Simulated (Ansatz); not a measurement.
# Pd: fixed spin moment, part 2 of 3

Does Pd want a moment, and how stiff is it? The total moment is held at a row of values. The runs shown use PAW.

Ansatz 0.2.0; DFT r²SCAN; a Materials Project cell.

## Step 3: No spin polarisation, PAW

This is Pd in the bcc structure; at room conditions it is fcc.

input.yaml reads:

```yaml
crystal:
  lattice:
    - [-1.572281, 1.572281, 1.572281]
    - [1.572281, -1.572281, 1.572281]
    - [1.572281, 1.572281, -1.572281]
  atoms:
    - { symbol: Pd, position: [0.0, 0.0, 0.0] }
kpoints:
  mp_grid: { grid: [13, 13, 13] }
scf:
  occupations: { method: fermi_dirac, width: 0.1 }
  lower_state_search: "off"
hamiltonian:
  xc: r2scan
  pseudopotentials: { kind: paw }
output:
  forces: true
  stress: true
  eigenvalues: true
  populations: true
  dos: { projected: true, de: 0.1, e_range: [-8, 5] }
  write_density: true
  write_potential: true
  elf: true
  volumetric_format: npy
```

Started as:

```console
> ansatz run input.yaml --threads 1 --pin off --max-ram 3072MiB --backend cpu --events-out ev --progress --plain --runs-dir out
```

What it wrote:

```text
Engine: ansatz 0.2.0
Pseudopotentials: kind: paw
Pseudopotential: Pd, paw, valence charge 18, recommended cutoff 500 eV (meta_gga)
Functional definition: r2SCAN
  parameter k0 = 0.174
  parameter k1 = 0.065
  parameter a1 = 4.9479
  exchange = r2scan_x(k0 = k0, k1 = k1, a1 = a1)
  correlation = r2scan_c
Crystal: 1 atoms, lattice volume = 15.547 Å³
Basis set: ecut = 500 eV, 381 PW (Γ), exchange–correlation on 80×80×80 points (64 copies of the dense FFT grid, shifted against one another)
Bands: 13, of which v1, the nominal top of the filled ones, is band 9 counted from 1 (8 counted from 0)
Symmetry: 48 space group operations
Space group: Im-3m (ITA 229), of the structure as read, at distance tolerance 2.5e-5 Å
k-points: 84 of 2197
Non-local potential: Pd, projectors of the file, l = 0: 2, l = 1: 2, l = 2: 2, l = 3: 1
PAW form: soft (Blöchl's): semilocal exchange-correlation on the pseudo side does not see the compensation charge
PAW frozen core: Pd, regenerated for the run's functional (the file was generated under x = pbe(κ = 0.804, μ = 0.2195149727645171), c = pbe(β = 0.06672455060314922))
PAW one-centre angular grid: Pd, 590 points (default); XC on 160 Gauss nodes
Initial density: superposition of atomic densities (neutral atoms: chi_scale 0, normalization atom), corrected by the library's trained network
Initial wavefunctions: pseudopotential atomic-orbital guess
Functional: x = r2scan, c = r2scan; τ floored in thin density (d = 2e-4 eV/Å³)
SCF iter   1: F=-6985.686372 eV  HF=-6985.705122 eV  |F-HF|=1.88e-2  |Δ(HF+E_count)|=         —  Δρ=2.17e-2  dr2=5.62e-2  dr2_τ=1.04e-2  ethr=1.77e-3  ⟨swp⟩=5.3  Hψ=6754  notcnv=0
preconditioner: auto → none  [metal: Δε(μ)=0.026 eV  Ē_g=14.379 eV  σ=0.100 eV  W_gap=0.06  n_scr=0 (ndim 8)  ℏωp=29.8 eV  f_vac=0.000  D(μ)=1.24/eV (n_scr^D=12)]
SCF iter   2: F=-6985.700948 eV  HF=-6985.715793 eV  |F-HF|=1.48e-2  |Δ(HF+E_count)|=   1.07e-2  Δρ=1.34e-2  dr2=1.65e-2  dr2_τ=2.38e-3  ethr=3.12e-4  ⟨swp⟩=2.6  Hψ=2722  notcnv=0
SCF iter   3: F=-6985.710958 eV  HF=-6985.711115 eV  |F-HF|=1.57e-4  |Δ(HF+E_count)|=   4.68e-3  Δρ=4.89e-3  dr2=1.16e-3  dr2_τ=7.41e-5  ethr=9.19e-5  ⟨swp⟩=2.2  Hψ=1942  notcnv=0
SCF iter   4: F=-6985.710937 eV  HF=-6985.711047 eV  |F-HF|=1.10e-4  |Δ(HF+E_count)|=   6.83e-5  Δρ=1.13e-3  dr2=1.79e-4  dr2_τ=8.35e-6  ethr=6.42e-6  ⟨swp⟩=2.0  Hψ=2188  notcnv=0
SCF iter   5: F=-6985.711009 eV  HF=-6985.711012 eV  |F-HF|=2.73e-6  |Δ(HF+E_count)|=   3.48e-5  Δρ=1.89e-4  dr2=4.71e-6  dr2_τ=1.49e-7  ethr=9.97e-7  ⟨swp⟩=2.6  Hψ=1839  notcnv=0
SCF iter   6: F=-6985.711018 eV  HF=-6985.711018 eV  |F-HF|=1.09e-9  |Δ(HF+E_count)|=   5.94e-6  Δρ=1.17e-5  dr2=1.08e-8  dr2_τ=1.30e-9  ethr=5.56e-10  ⟨swp⟩=6.0  Hψ=6463  notcnv=0
SCF iter   7: F=-6985.711018 eV  HF=-6985.711018 eV  |F-HF|=1.73e-11  |Δ(HF+E_count)|=   6.54e-9  Δρ=9.57e-7  dr2=1.24e-10  dr2_τ=1.28e-11  ethr=5.97e-11  ⟨swp⟩=4.6  Hψ=5312  notcnv=0
SCF 1 converged in 7 iterations: F = -6985.711018 eV  dr2 = 1.24e-10
SCF converged after 7 iterations
Free energy (F): -6985.711018 eV
Harris-Foulkes:  -6985.711018 eV  (|F-HF|=1.73e-11)
Internal energy: -6985.671483 eV  (E = F + TS)
E sigma→0 (E₀):  -6985.691250 eV
Entropy (-TS):   -0.039535 eV (-39.535 meV/atom)
Fermi energy:    18.273303 eV
--- Per-component energies (eV) ---
  E_band       = -174.759746
  E_kinetic    = 514.830913
  E_local      = -1827.601582  (includes V_loc(G=0)·N_el)
  E_nonlocal   = 218.010129
  E_hartree    = 741.376394
  E_xc         = -159.842875
  E_vxc        = -231.746888  (∫ρ·V_xc dr)
  E_paw        = -3772.285892  (= ΣΔE_a)
  E_vpaw       = -348.040598  (= ΣTr[D̂ρ^β])
  E_aug_tail   = 0.000115  (compensation charges beyond the density's cutoff)
  E_vtau       = 17.034867  (kinetic-family band-sum trace: ∫τ·v_τ [+ j·A + Jᵃ·Aᵃ] dr)
  E_ewald      = -2699.706598
  E_core_change = -0.452087  (= ΣΔE_core)
  E_smearing   = -0.039535  (= −TS)
  E_closure    = 0.000000  (closes the sum)
  Σ components = -6985.711018   (vs F -6985.711018, Δ=0.00e0)
--- Forces (eV/Å), atoms counted from 1 ---
  atom   1  Pd    -0.00000000     0.00000000    -0.00000000
  max |Σ_I F_I| component: 5.96e-32 eV/Å
--- Stress (GPa, compression-positive) ---
       -5.236599       0.000000      -0.000000
       -0.000000      -5.236599       0.000000
        0.000000       0.000000      -5.236599
  P = ⅓ Tr σ = -5.2366 GPa (-52.366 kbar)
--- Band table (eV; the first three rows and the last of 84) ---
  k-point 0: bands = ["-67.9872", "-32.6858", "-32.6858", "-32.6858", "11.5416", "15.4432", "15.4432", "15.4432", "17.2847", "17.2847", "38.1822", "38.1822", "38.1822"]
  k-point 1: bands = ["-67.9844", "-32.7071", "-32.6932", "-32.6856", "11.7661", "15.3715", "15.4478", "15.5980", "17.2032", "17.2901", "38.0091", "38.2017", "38.4388"]
  k-point 2: bands = ["-67.9765", "-32.7659", "-32.7136", "-32.6853", "12.3852", "15.1777", "15.4651", "16.0441", "17.0466", "17.3092", "37.0226", "37.9179", "39.1562"]
  k-point 83: bands = ["-67.8996", "-32.9560", "-32.9529", "-32.9529", "13.3237", "13.3445", "18.3276", "18.3276", "18.4044", "27.2482", "28.1390", "28.1390", "35.8740"]
--- Löwdin populations: 1 site ---
  site symbol       q [e]
     0     Pd     17.4202
  spilling = 0.032211 (of n_electrons = 18.000000)
```

Run time: 3.9 s. Hardware: 1 thread of Arm Neoverse V1, shared host; peak memory 0.3 GiB.

Result: pressure -5.24 GPa; no gap.

States per cell in windows of 1 eV (zero at the Fermi level; grid of 0.10 eV, so sharp peaks spill over the borders):

| from | to | total | Pd 4d |
| --- | --- | --- | --- |
| -7 | -6 | 0.03 | 0.00 |
| -6 | -5 | 0.12 | 0.02 |
| -5 | -4 | 1.64 | 1.49 |
| -4 | -3 | 2.16 | 2.13 |
| -3 | -2 | 1.64 | 1.51 |
| -2 | -1 | 2.04 | 1.98 |
| -1 | 0 | 2.33 | 2.22 |
| 0 | 1 | 0.62 | 0.48 |
| 1 | 2 | 0.23 | 0.05 |
| 2 | 3 | 0.26 | 0.03 |

The fields are shown in the conventional cell of this run's space group, carried over from its grid by interpolation.

Density in a lattice plane of the grid's cell (edges 3.14 and 3.14 Å, at 0.000 of the third edge), which holds Pd.

Ten even steps from ' ' (0.16 e/Å³) to '@' (13.77 e/Å³):
```
@@@@%%##++--..                      ..--++##%%@@
%%%%##++--::                          ::--++##%%
**++++--::..                          ..::--++++
----::::..                              ..::::--
......                                      ....
                                                
                                                
                                                
                                                
                                                
                                                
                                                
                                                
                                                
......                                      ....
----::::..                              ..::::--
**++++--::..                          ..::--++++
%%%%##++--::                          ::--++##%%
@@@@%%##++--..                      ..--++##%%@@
@@@@@@##++--..                      ..--++##@@@@
```
Columns run along the first of these edges and rows up along the second, over one cell in 24 and 20 even steps from the bottom left corner. Atoms in the plane (fractional): Pd at (0.00, 0.00).

ELF in the same plane.

Ten even steps from ' ' (0.15) to '@' (0.56):
```
--==**%%@@@@%%++--..          ..--++%%@@@@%%**==
****##@@@@%%**==::              ::==**%%@@@@##**
@@@@@@@@%%**==::..              ..::==**%%@@@@@@
@@@@@@%%**==::..                  ..::==**%%@@@@
%%%%##**==::..                      ..::==**##%%
++====--::..                          ..::--====
::::......                              ......::
                                                
                                                
                                                
                                                
                                                
::::......                              ......::
++====--::..                          ..::--====
%%%%##**==::..                      ..::==**##%%
@@@@@@%%**==::..                  ..::==**%%@@@@
@@@@@@@@%%**==::..              ..::==**%%@@@@@@
****##@@@@%%**==::              ::==**%%@@@@##**
--==**%%@@@@%%++--..          ..--++%%@@@@%%**==
..::++%%@@@@%%++--..          ..--++%%@@@@%%++::
```
Columns run along the first of these edges and rows up along the second, over one cell in 24 and 20 even steps from the bottom left corner. Atoms in the plane (fractional): Pd at (0.00, 0.00).

Both are smooth fields of the valence electrons: close to the nuclei they are not physical.

## Step 4: Total moment held at 0 μB, PAW

Changes to input.yaml since step 3:

```diff
@@ -7,2 +7,6 @@
     - { symbol: Pd, position: [0.0, 0.0, 0.0] }
+magnetization:
+  spin_polarized: true
+  initial_magnetization: 0.0
+  spin_locking: { lock_magnetization: hard }
 kpoints:
@@ -19,4 +23,2 @@
   eigenvalues: true
-  populations: true
-  dos: { projected: true, de: 0.1, e_range: [-8, 5] }
   write_density: true
```

Started as:

```console
> ansatz run input.yaml --threads 1 --pin off --max-ram 3072MiB --backend cpu --events-out ev --progress --plain --runs-dir out
```

What it wrote, cut to the lines that bear on the results:

```text
Warning: output.stress: scf.convergence.dr2_threshold = 1e-7 eV (the SCF's general default) is looser than the 1e-10 eV advised for a printed stress (1e-10 eV for each atom of the cell: 1). What an SCF threshold leaves in a stress goes as its square root, and in the free energy as the [...]
[... 3 set-up lines as earlier in the session ...]
[...]
Crystal: 1 atoms, lattice volume = 15.547 Å³
[...]
Entropy (-TS):   -0.039535 eV (-39.535 meV/atom)
Fermi energy:    18.273281 (↑ 18.273281, ↓ 18.273281) eV
[...]
--- Forces (eV/Å), atoms counted from 1 ---
  atom   1  Pd    -0.00000000     0.00000000     0.00000000
[...]
--- Stress (GPa, compression-positive) ---
       -5.236575       0.000000      -0.000000
       -0.000000      -5.236575       0.000000
       -0.000000       0.000000      -5.236575
  P = ⅓ Tr σ = -5.2366 GPa (-52.366 kbar)
--- Band table (eV; the first three rows and the last of 168) ---
  k-point 0 ↑: bands = ["-67.9873", "-32.6858", "-32.6858", "-32.6858", "11.5415", "15.4432", "15.4432", "15.4432", "17.2846", "17.2846", "38.1822", "38.1822", "38.1822"]
[...]
```

Wall time 4.2 s (1 thread of Arm Neoverse V1, shared host); peak memory 0.3 GiB.

Result: total moment 0.00 μB; site moments Pd 0.00 μB; pressure -5.24 GPa; no gap.

The fields are shown in the conventional cell of this run's space group, carried over from its grid by interpolation.

Density in a lattice plane of the grid's cell (edges 3.14 and 3.14 Å, at 0.000 of the third edge), which holds Pd.

Values in e/Å³, 12 rows by 12 columns:
```
12.41 10.59  6.04  1.68  0.50  0.22  0.16  0.22  0.51  1.67  6.04 10.59
 7.74  6.04  2.97  0.88  0.36  0.20  0.16  0.20  0.36  0.88  2.96  6.04
 2.22  1.68  0.88  0.41  0.24  0.17  0.16  0.17  0.24  0.41  0.88  1.67
 0.59  0.50  0.36  0.24  0.19  0.16  0.16  0.16  0.19  0.24  0.36  0.51
 0.24  0.22  0.20  0.17  0.16  0.16  0.16  0.16  0.16  0.17  0.20  0.22
 0.17  0.16  0.16  0.16  0.16  0.16  0.17  0.16  0.16  0.16  0.16  0.16
 0.24  0.22  0.20  0.17  0.16  0.16  0.16  0.16  0.16  0.17  0.20  0.22
 0.59  0.51  0.36  0.24  0.19  0.16  0.16  0.16  0.19  0.24  0.36  0.50
 2.22  1.67  0.88  0.41  0.24  0.17  0.16  0.17  0.24  0.41  0.88  1.68
 7.74  6.04  2.96  0.88  0.36  0.20  0.16  0.20  0.36  0.88  2.97  6.04
12.41 10.59  6.04  1.67  0.51  0.22  0.16  0.22  0.50  1.68  6.04 10.59
13.77 12.41  7.74  2.22  0.59  0.24  0.17  0.24  0.59  2.22  7.74 12.41
```
Columns run along the first of these edges and rows up along the second, over one cell in 12 and 12 even steps from the bottom left corner. Atoms in the plane (fractional): Pd at (0.00, 0.00).

ELF in the same plane.

Ten even steps from ' ' (0.15) to '@' (0.56):
```
--==**%%@@@@%%++--..          ..--++%%@@@@%%**==
****##@@@@%%**==::              ::==**%%@@@@##**
@@@@@@@@%%**==::..              ..::==**%%@@@@@@
@@@@@@%%**==::..                  ..::==**%%@@@@
%%%%##**==::..                      ..::==**##%%
++====--::..                          ..::--====
::::......                              ......::
                                                
                                                
                                                
                                                
                                                
::::......                              ......::
++====--::..                          ..::--====
%%%%##**==::..                      ..::==**##%%
@@@@@@%%**==::..                  ..::==**%%@@@@
@@@@@@@@%%**==::..              ..::==**%%@@@@@@
****##@@@@%%**==::              ::==**%%@@@@##**
--==**%%@@@@%%++--..          ..--++%%@@@@%%**==
..::++%%@@@@%%++--..          ..--++%%@@@@%%++::
```
Columns run along the first of these edges and rows up along the second, over one cell in 24 and 20 even steps from the bottom left corner. Atoms in the plane (fractional): Pd at (0.00, 0.00).

Both are smooth fields of the valence electrons: close to the nuclei they are not physical.

## Step 5: Total moment held at 0.05 μB, PAW

Changes to input.yaml since step 4:

```diff
@@ -6,6 +6,6 @@
   atoms:
-    - { symbol: Pd, position: [0.0, 0.0, 0.0] }
+    - { symbol: Pd, position: [0.0, 0.0, 0.0], spin: 0.05 }
 magnetization:
   spin_polarized: true
-  initial_magnetization: 0.0
+  initial_magnetization: 0.05
   spin_locking: { lock_magnetization: hard }
@@ -23,5 +23 @@
   eigenvalues: true
-  write_density: true
-  write_potential: true
-  elf: true
-  volumetric_format: npy
```

Started as:

```console
> ansatz run input.yaml --threads 1 --pin off --max-ram 3072MiB --backend cpu --events-out ev --progress --plain --runs-dir out
```

What it wrote, cut to the lines that bear on the results:

```text
Warning: This run holds its total moment fixed (magnetization.spin_locking.lock_magnetization: hard) and mixes its density by anderson or broyden (scf.mixing.algorithm, typed or taken by auto). Slabs with a fixed moment have converged under broyden above another state at the same moment, [...]
Warning: output.stress: scf.convergence.dr2_threshold = 1e-7 eV (the SCF's general default) is looser than the 1e-10 eV advised for a printed stress (1e-10 eV for each atom of the cell: 1). What an SCF threshold leaves in a stress goes as its square root, and in the free energy as the [...]
[... 2 set-up lines as earlier in the session ...]
[...]
Per-site moments (μB) at R_I (Å): [(0.05169530631046581, 1.123349112507271)]
Free energy (F): -6985.710798 eV
[...]
E sigma→0 (E₀):  -6985.691159 eV
Entropy (-TS):   -0.039277 eV (-39.277 meV/atom)
Fermi energy:    18.273714 (↑ 18.282606, ↓ 18.264823) eV
[...]
--- Forces (eV/Å), atoms counted from 1 ---
  atom   1  Pd    -0.00000000     0.00000000    -0.00000000
[...]
--- Stress (GPa, compression-positive) ---
       -5.222129      -0.000000       0.000000
       -0.000000      -5.222129       0.000000
        0.000000       0.000000      -5.222129
  P = ⅓ Tr σ = -5.2221 GPa (-52.221 kbar)
--- Band table (eV; the first three rows and the last of 168) ---
  k-point 0 ↑: bands = ["-68.0152", "-32.7149", "-32.7149", "-32.7149", "11.5426", "15.4112", "15.4112", "15.4112", "17.2710", "17.2710", "38.1799", "38.1799", "38.1799", "46.6197"]
[...]
```

Run time: 6.5 s. Hardware: 1 thread of Arm Neoverse V1, shared host; peak memory 0.31 GiB.

Read from it: total moment 0.05 μB; site moments Pd 0.05 μB; pressure -5.22 GPa; no gap.

## Step 6: Total moment held at 0.15 μB, PAW

Changes to input.yaml since step 5:

```diff
@@ -6,6 +6,6 @@
   atoms:
-    - { symbol: Pd, position: [0.0, 0.0, 0.0], spin: 0.05 }
+    - { symbol: Pd, position: [0.0, 0.0, 0.0], spin: 0.15 }
 magnetization:
   spin_polarized: true
-  initial_magnetization: 0.05
+  initial_magnetization: 0.15
   spin_locking: { lock_magnetization: hard }
```

Started as:

```console
> ansatz run input.yaml --threads 1 --pin off --max-ram 3072MiB --backend cpu --events-out ev --progress --plain --runs-dir out
```

What it wrote, cut to the lines that bear on the results:

```text
Warning: This run holds its total moment fixed (magnetization.spin_locking.lock_magnetization: hard) and mixes its density by anderson or broyden (scf.mixing.algorithm, typed or taken by auto). Slabs with a fixed moment have converged under broyden above another state at the same moment, [...]
Warning: output.stress: scf.convergence.dr2_threshold = 1e-7 eV (the SCF's general default) is looser than the 1e-10 eV advised for a printed stress (1e-10 eV for each atom of the cell: 1). What an SCF threshold leaves in a stress goes as its square root, and in the free energy as the [...]
[... 2 set-up lines as earlier in the session ...]
[...]
Per-site moments (μB) at R_I (Å): [(0.15474859218032477, 1.123349112507271)]
Free energy (F): -6985.708872 eV
[...]
E sigma→0 (E₀):  -6985.690125 eV
Entropy (-TS):   -0.037493 eV (-37.493 meV/atom)
Fermi energy:    18.277726 (↑ 18.308779, ↓ 18.246673) eV
[...]
--- Forces (eV/Å), atoms counted from 1 ---
  atom   1  Pd    -0.00000000     0.00000000    -0.00000000
[...]
--- Stress (GPa, compression-positive) ---
       -5.101693       0.000000       0.000000
       -0.000000      -5.101693      -0.000000
        0.000000       0.000000      -5.101693
  P = ⅓ Tr σ = -5.1017 GPa (-51.017 kbar)
--- Band table (eV; the first three rows and the last of 168) ---
  k-point 0 ↑: bands = ["-68.0695", "-32.7714", "-32.7714", "-32.7714", "11.5443", "15.3489", "15.3489", "15.3489", "17.2439", "17.2439", "38.1747", "38.1747", "38.1747", "46.6176"]
[...]
```

Run time: 6.7 s. Hardware: 1 thread of Arm Neoverse V1, shared host; peak memory 0.31 GiB.

In short: total moment 0.15 μB; site moments Pd 0.15 μB; pressure -5.10 GPa; no gap.

## Step 7: Total moment held at 0.3 μB, PAW

Changes to input.yaml since step 6:

```diff
@@ -6,6 +6,6 @@
   atoms:
-    - { symbol: Pd, position: [0.0, 0.0, 0.0], spin: 0.15 }
+    - { symbol: Pd, position: [0.0, 0.0, 0.0], spin: 0.3 }
 magnetization:
   spin_polarized: true
-  initial_magnetization: 0.15
+  initial_magnetization: 0.3
   spin_locking: { lock_magnetization: hard }
```

Started as:

```console
> ansatz run input.yaml --threads 1 --pin off --max-ram 3072MiB --backend cpu --events-out ev --progress --plain --runs-dir out
```

What it wrote, cut to the lines that bear on the results:

```text
Warning: This run holds its total moment fixed (magnetization.spin_locking.lock_magnetization: hard) and mixes its density by anderson or broyden (scf.mixing.algorithm, typed or taken by auto). Slabs with a fixed moment have converged under broyden above another state at the same moment, [...]
Warning: output.stress: scf.convergence.dr2_threshold = 1e-7 eV (the SCF's general default) is looser than the 1e-10 eV advised for a printed stress (1e-10 eV for each atom of the cell: 1). What an SCF threshold leaves in a stress goes as its square root, and in the free energy as the [...]
[... 2 set-up lines as earlier in the session ...]
[...]
Per-site moments (μB) at R_I (Å): [(0.30699715903010566, 1.123349112507271)]
Free energy (F): -6985.700416 eV
[...]
E sigma→0 (E₀):  -6985.683208 eV
Entropy (-TS):   -0.034417 eV (-34.417 meV/atom)
Fermi energy:    18.297743 (↑ 18.384744, ↓ 18.210742) eV
[...]
--- Forces (eV/Å), atoms counted from 1 ---
  atom   1  Pd    -0.00000000     0.00000000    -0.00000000
[...]
--- Stress (GPa, compression-positive) ---
       -4.659652       0.000000       0.000000
        0.000000      -4.659652       0.000000
       -0.000000      -0.000000      -4.659652
  P = ⅓ Tr σ = -4.6597 GPa (-46.597 kbar)
--- Band table (eV; the first three rows and the last of 168) ---
  k-point 0 ↑: bands = ["-68.1473", "-32.8526", "-32.8526", "-32.8526", "11.5433", "15.2607", "15.2607", "15.2607", "17.2016", "17.2016", "38.1639", "38.1639", "38.1639", "46.6094"]
[...]
```

Run time: 6 s. Hardware: 1 thread of Arm Neoverse V1, shared host; peak memory 0.31 GiB.

Result: total moment 0.30 μB; site moments Pd 0.31 μB; pressure -4.66 GPa; no gap.

(Continued in part 3 of 3.)
